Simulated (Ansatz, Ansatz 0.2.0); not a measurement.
# Lattice constants of ZrIrSi: PBEsol narrowly misses two axes, and all functionals shown share a shape mismatch

## Starting point

The reference is the crystal structure of ZrIrSi reported in "Probing the superconducting ground state of ZrIrSi: A $\mu$SR study" (2019, arXiv:1903.08581). The sample was an arc-melted polycrystal, annealed at 1000 °C for a week, and the cell was obtained by powder X-ray diffraction. In the Pnma setting the axes are a = 6.557 Å, b = 3.942 Å and c = 7.413 Å; they were matched to this setting by their lengths, which are different enough to leave no ambiguity. The measurement temperature is not given with the values. Diffraction yields the average cell of the sample, including thermal expansion and zero-point motion, whereas a relaxation yields the static cell of the perfectly ordered compound.

| compared with | measured | source's wording or label | method |
| --- | --- | --- | --- |
| a (Å) | 6.557 | a, Pnma setting | powder X-ray diffraction |
| b (Å) | 3.942 | b, Pnma setting | powder X-ray diffraction |
| c (Å) | 7.413 | c, Pnma setting | powder X-ray diffraction |

Conditions are those given with the value in the passage it was taken from; "not stated" means there, and the paper may say more elsewhere. The values are a selection: others may have been left out beforehand as unlike or outlying.

## Choices

We want the three axes of ZrIrSi, each within 0.5 % of the measured one. That is a few hundredths of an ångström, tight enough to expose the usual bias of a semilocal functional in an intermetallic compound, yet wider than the thermal and zero-point expansion we expect, roughly 0.2 % in length if the diffraction was done near room temperature. Judging the axes separately prevents a good volume from hiding a wrong shape.

The model is the ordered 12-atom Pnma cell, nonmagnetic and without spin-orbit coupling, with cell and atoms relaxed together. The starting structure comes from earlier theory and carries no experimental weight; its b axis is already about 0.6 % longer than the measured one.

We go straight to PBEsol, which was built for equilibrium geometries of dense solids and usually does well for compounds of 4d and 5d metals. LDA is skipped as a first choice because it tends to bind such metals too tightly and would probably give short axes. It enters afterwards as the neighbouring level for scale, together with tests of k mesh and cutoff.

Plain PBE isn't shown in this study.

System: ZrIrSi, orthorhombic Co2Si-type; Pnma (No. 62), 12 atoms in the primitive cell; the database structure is a structure relaxed by earlier theory (a GGA or r2SCAN, not named), not a measurement: a = 6.569 Å, b = 3.965 Å, c = 7.396 Å; structure from the Materials Project.

On the selection of runs and values: Further runs on this system are not shown.

## 1. PBEsol relaxation of the full cell

The PBEsol relaxation addresses the question directly. We expect all three axes within the target, with a static cell that is, if anything, slightly smaller than the measured one.

**Run 1.** Ansatz 0.2.0: PBEsol, cell and atoms relaxed from the database structure, PAW set soft_2, cutoff 420 eV (default), 6x8x4 k mesh, Gaussian smearing 0.1 eV.

Key lines of the input:
```
crystal:
  # lattice and atoms
kpoints:
  mp_grid: { grid: [6, 8, 4] }
hamiltonian:
  xc: pbesol
scf:
  occupations: { method: gaussian, width: 0.1 }
output:
  forces: true
  stress: true
relax:
  adjacent_minimum: "off"
  f_tol: 0.005
  max_steps: 60
  cell: { stress_tol: 0.03 }
```

Command:
```
ansatz run input.yaml --threads 8 --pin off --max-ram 16384MiB --backend cpu --events-out ev --progress --plain --runs-dir out
```

Selected lines of the output:
```
relax step   5: F+E_penalty+E_count = -66210.78421303 eV  [...]  max|allowed force component| = 2.987e-3 eV/Å  [...]  P = +0.001 GPa  Ω = 189.305 Å³  [...]
relax step   6: F+E_penalty+E_count = -66210.78328808 eV  [...]  max|allowed force component| = 2.966e-3 eV/Å  [...]  P = +0.002 GPa  Ω = 189.305 Å³  [...]
--- Relaxed structure (5 steps of the walk, 4 accepted, 1 SCFs on fresh bases) ---
    - [0.0, 0.0, 7.367383765982606]
```

Converged; 44 s on 8 cores of Arm Neoverse V2, shared host.

| quantity | run 1 | measured | deviation |
| --- | --- | --- | --- |
| a (Å) | 6.519 | 6.557 | −0.038 (−0.6 %) |
| b (Å) | 3.941 | 3.942 | −0.001 (−0.0 %) |
| c (Å) | 7.367 | 7.413 | −0.046 (−0.6 %) |
| conventional cell volume (Å³) | 189.30 |  |  |

PBEsol narrowly misses the target on two axes: a and c are each about 0.6 % short, while b agrees to 0.001 Å. The relaxation ended with practically no pressure, and it stayed so when the basis was rebuilt at the final cell. The shortfall is therefore not a matter of stopping too early. It is also not a uniform contraction, since the error sits entirely in the two longer axes, so the shape of the cell is slightly off as well as its size.

## 2. LDA for scale, with mesh and cutoff tests

With misses this narrow, the numerical settings matter. We relax the cell with LDA at the same settings as before, then once with a denser k mesh and once with a higher cutoff. This gives the neighbouring functional for scale and shows how far mesh and basis move each axis with the same PAW set. The tests hold strictly for LDA; a denser mesh or higher cutoff with PBEsol itself is not shown in this report. We expect LDA to give shorter axes than PBEsol, and we want to see in particular whether a and c respond differently from b.

**Run 2.** Ansatz 0.2.0: LDA, cell and atoms relaxed from the database structure, PAW set soft_2, cutoff 420 eV (default), 6x8x4 k mesh, Gaussian smearing 0.1 eV.

Key lines of the input, as changed from run 1:
```diff
  hamiltonian:
-   xc: pbesol
+   xc: lda
```

Selected lines of the output:
```
    - [6.482825120225405, 0.0, 0.0]
    - [0.0, 3.9184706920532566, 0.0]
    - [0.0, 0.0, 7.320713085488647]
```

Converged; took 51 s.

**Run 3.** Ansatz 0.2.0: LDA, cell and atoms relaxed from the database structure, PAW set soft_2, cutoff 420 eV (default), 6x10x6 k mesh, Gaussian smearing 0.1 eV.

Key lines of the input, as changed from run 2:
```diff
  kpoints:
-   mp_grid: { grid: [6, 8, 4] }
+   mp_grid: { grid: [6, 10, 6] }
```

Selected lines of the output:
```
    - [6.483025043424936, 0.0, 0.0]
    - [0.0, 3.918410639781184, 0.0]
    - [0.0, 0.0, 7.320593365803379]
```

Converged; took 80 s.

**Run 4.** Ansatz 0.2.0: LDA, cell and atoms relaxed from the database structure, PAW set soft_2, cutoff 590 eV, 6x8x4 k mesh, Gaussian smearing 0.1 eV.

Key lines of the input, as changed from run 2:
```diff
+ basis:
+   ecutwfc: 590.0
```

Selected lines of the output:
```
    - [6.482713384743409, 0.0, 0.0]
    - [0.0, 3.918396807713662, 0.0]
    - [0.0, 0.0, 7.320547275420448]
```

Converged; took 77 s.

| quantity | run 2 | run 3 | run 4 | measured |
| --- | --- | --- | --- | --- |
| a (Å) | 6.483 | 6.483 | 6.483 | 6.557 |
| b (Å) | 3.918 | 3.918 | 3.918 | 3.942 |
| c (Å) | 7.321 | 7.321 | 7.321 | 7.413 |
| conventional cell volume (Å³) | 185.97 | 185.97 | 185.96 |  |

LDA shortens all three axes further and misses the target on each: a and c fall more than 1 % below experiment and b about 0.6 %. Neither the denser mesh nor the higher cutoff moves any axis by more than about 0.0002 Å, so for LDA with this PAW set both settings are good enough by a wide margin.

The change from PBEsol to LDA is nearly a uniform contraction, about 0.6 % along every axis. The functional thus sets the size of the cell but hardly touches its proportions, and the mismatch in shape against the diffraction cell, with b too long relative to a and c, is common to both.

## 3. LDA with norm-conserving pseudopotentials

Every relaxation so far shares one PAW set, which could itself distort the proportions of the cell. We therefore repeat the LDA relaxation with PseudoDojo norm-conserving pseudopotentials on the same k mesh. If the PAW set is at fault, the ratios of the axes should move towards the measured ones; we expect only small shifts. The comparison tests the potentials for LDA and carries over to PBEsol only as an indication.

**Run 5.** Ansatz 0.2.0: LDA, PseudoDojo norm-conserving pseudopotentials, cell and atoms relaxed from the database structure, cutoff 952 eV (default), 6x8x4 k mesh, Gaussian smearing 0.1 eV.

Key lines of the input, as changed from run 2:
```diff
  hamiltonian:
+   pseudopotentials: { kind: nc, accuracy: standard }
```

Selected lines of the output:
```
    - [6.480676014078184, 0.0, 0.0]
    - [0.0, 3.9167795266574084, 0.0]
    - [0.0, 0.0, 7.317592897566331]
```

Converged; took 2.5 min.

| quantity | run 5 | measured | deviation |
| --- | --- | --- | --- |
| a (Å) | 6.481 | 6.557 | −0.076 (−1.2 %) |
| b (Å) | 3.917 | 3.942 | −0.025 (−0.6 %) |
| c (Å) | 7.318 | 7.413 | −0.095 (−1.3 %) |
| conventional cell volume (Å³) | 185.75 |  |  |

The norm-conserving pseudopotentials shorten the axes by only 0.002 to 0.003 Å relative to the PAW set. The contraction is nearly the same fraction on each axis, so the proportions of the cell stay as they were: a and c remain more than 1 % short, b about 0.6 %. For LDA, the choice of potentials explains neither the small cell nor its shape. A shift of this size would be too small to close the PBEsol gaps in a and c, although an exchange of potentials with PBEsol itself is not shown in this report.

## Table of results

| run | settings | a (Å) | b (Å) | c (Å) | mean abs. dev. of these columns (%) | cost |
| --- | --- | --- | --- | --- | --- | --- |
| 1 | PBEsol, PAW set soft_2, cutoff 420 eV (default), 6x8x4 k mesh | 6.519 | 3.941 | 7.367 | 0.4 | 5.9 core-min |
| 2 | LDA, PAW set soft_2, cutoff 420 eV (default), 6x8x4 k mesh | 6.483 | 3.918 | 7.321 | 1.0 | 6.8 core-min |
| 3 | LDA, PAW set soft_2, cutoff 420 eV (default), 6x10x6 k mesh | 6.483 | 3.918 | 7.321 | 1.0 | 11 core-min |
| 4 | LDA, PAW set soft_2, cutoff 590 eV, 6x8x4 k mesh | 6.483 | 3.918 | 7.321 | 1.0 | 10 core-min |
| 5 | LDA, PseudoDojo norm-conserving pseudopotentials, cutoff 952 eV (default), 6x8x4 k mesh | 6.481 | 3.917 | 7.318 | 1.0 | 20 core-min |
|  | measured | 6.557 | 3.942 | 7.413 |  |  |

Further runs on the same system, made beside this series (convergence steps with loose settings among them):

| further | settings | a (Å) | b (Å) | c (Å) | mean abs. dev. of these columns (%) | cost |
| --- | --- | --- | --- | --- | --- | --- |
| F1 | PBEsol+D3(BJ), PAW set soft_2, cutoff 420 eV (default), 6x8x4 k mesh | 6.454 | 3.903 | 7.308 | 1.3 | 6.9 core-min |
| F2 | BLYP, PAW set soft_2, cutoff 420 eV (default), 6x8x4 k mesh | 6.670 | 4.034 | 7.526 | 1.9 | 7.8 core-min |
| F3 | BLYP+D3(BJ), PAW set soft_2, cutoff 420 eV (default), 6x8x4 k mesh | 6.501 | 3.934 | 7.367 | 0.6 | 6.9 core-min |
| F4 | LDA, PAW set soft_2, cutoff 420 eV (default), 4x4x4 k mesh | 6.498 | 3.910 | 7.320 | 1.0 | 3.4 core-min |
|  | measured | 6.557 | 3.942 | 7.413 |  |  |

## Judgement

PBEsol narrowly misses the target: b agrees with experiment to 0.001 Å, but a and c are each about 0.6 % short against the 0.5 % allowed. The relaxation cost 5.9 core-minutes. The margin is thin. If the diffraction was done near room temperature, thermal and zero-point expansion of roughly 0.2 % would bring a and c inside the limit and leave b slightly long. Since the temperature is not given with the values, we keep the direct comparison as the result.

The close match in b is partly a cancellation between a cell that is slightly too small and a shape in which b is too long relative to a and c. LDA, PBEsol+D3(BJ), BLYP and BLYP+D3(BJ) all show the same distortion, although their cells range from too small to too large. Changing the functional or adding dispersion therefore mainly rescales the cell. Dispersion on top of PBEsol shortens every axis by about 1 % and worsens the result.

The LDA tests were useful chiefly for what they exclude. At that level a denser mesh, a higher cutoff and norm-conserving pseudopotentials move no axis by more than about 0.003 Å. The coarser 4×4×4 mesh (F4), by contrast, lengthens a by about 0.015 Å and shortens b by about 0.008 Å relative to run 2, so sampling does matter for the shape. For PBEsol these checks are only indicative.

These runs do not settle the origin of the shape mismatch. Spin-orbit coupling on iridium, absent from all these relaxations, is one conjecture, and a PBEsol relaxation including it would be the natural next step. Site disorder or a slightly different composition of the polycrystal could also contribute; a test of either is not shown in this report.

[Logs are printed without paths, hosts, clocks, repeated set-up lines and the standing remarks that a program may print on its own settings, such as how far it seeks lower states.]

[The runs shown are a pick from a larger set of finished runs; failed, doubtful and other runs were left out of it ahead of writing. So were measured values far from every level or from commonly accepted values, and agreement can look better than it is. Lines of input and output are excerpts and may be shortened.]
